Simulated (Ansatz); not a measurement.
GaP (F-43m) on a mismatched substrate

```yaml
crystal:
  lattice:
    - [2.69569, 2.69569, 0.00000]
    - [-2.69569, 2.69569, 0.00000]
    - [0.00000, 2.69569, 2.69569]
  atoms:
    - { symbol: Ga, position: [0.00000, 0.00000, 0.00000] }
    - { symbol: P, position: [0.75000, 0.25000, 0.50000] }
```

This cell was relaxed by PAW under LDA. A film on a (001) substrate is mimicked by stretching x and y by ε∥; the length along z and the atoms then relax by PAW (default files of Ansatz 0.2.0, cutoff 420 eV, stress met within about 0.05 GPa). Stress and levels come from LDA, all-electron LAPW in Ansatz 0.2.0, scalar-relativistic; k mesh 8×8×8, fixed occupations, basis error target 0.5 meV/atom. Conduction levels are in eV over the valence top, at fixed fractional wave vectors («min» is a refined band extremum of the unstrained crystal off the named points).

```csv
ε∥ (%),ε⊥ (%),"σ∥ (GPa, tension positive)",min ⊥ z,min ∥ z,X ⊥ z,X ∥ z,2nd valence level at Γ,3rd
-2.0,1.766,-3.20,1.154,1.487,1.216,1.498,0.000,-0.237
-1.0,0.885,-1.55,1.270,1.436,1.326,1.464,0.000,-0.114
-0.5,0.409,-0.79,1.328,1.408,1.380,1.446,0.000,-0.054
0.0,0.000,-0.01,1.383,1.383,1.432,1.432,0.000,0.000
0.5,-0.420,0.74,1.385,1.304,1.431,1.366,-0.052,-0.052
1.0,?,?,?,?,?,?,?,?
2.0,-1.825,2.77,1.398,1.063,1.432,1.169,-0.205,-0.205
```

The last two columns are counted from the highest valence level at Γ.

Q: How does the film contract along z, and how stiff is it in the plane?

A: Quadratic fits through the 6 rows shown have slopes dε⊥/dε∥ = -0.894 and dσ∥/dε∥ = 149.6 GPa at zero strain. Elasticity asks −2C12/C11 = -0.898 and C11 + C12 − 2C12²/C11 = 149.0 GPa, from PAW constants C11 = 142.5, C12 = 64.0 GPa. At the level of the σ∥ column the films keep up to 0.06 GPa along z against the unstrained cell, and the constants are scalar-relativistic PAW values, so part of the difference is the change of level.

Q: Which shear deformation potential b does the valence splitting give?

A: Without spin-orbit coupling the single level moves against the pair by 3b(ε⊥ − ε∥): -0.0539 eV at ε⊥ − ε∥ = 0.00909 and 0.0525 eV at -0.00920, so b = -1.94 eV.

Q: And the uniaxial potential of the lowest valleys?

A: The valley along z moves against those in the plane by Ξu(ε⊥ − ε∥): from 0.0800 to -0.0808 eV between the two smallest strains, so Ξu = 8.79 eV.

Q: Fill the row at ε∥ = 1.0 %.

A: The fits give ε⊥ = -0.903 % and σ∥ = 1.43 GPa. Computed: ε⊥ (%) = -0.909, σ∥ (GPa, tension positive) = 1.43, min ⊥ z = 1.387, min ∥ z = 1.220, X ⊥ z = 1.429, X ∥ z = 1.295, 2nd valence level at Γ = -0.107, 3rd = -0.107. The levels have a kink at zero strain, where another valence state takes the top, so one parabola doesn't fit them.

Q: What is the slope of the gap under small compression and under small tension?

A: dE_g/dε∥ is 110 meV per % on the compressed side and -157 on the stretched side, so the gap falls either way. The lowest conduction level lies at min ⊥ z under the strongest compression and at min ∥ z under the strongest tension.

Known limits: no spin-orbit coupling on heavy atoms; the frozen-core PAW files of the relaxations were fitted under PBE, their cores solved anew for this functional; semilocal gaps are low, and the spacing of valleys can be off by tenths of an eV; levels are read at fixed fractional k, so an edge that moves off these points is missed; with spin-orbit coupling the valence top splits by 2|b| and not 3|b| times the shear while that is small against the spin-orbit gap, so the gap's slopes differ from these.
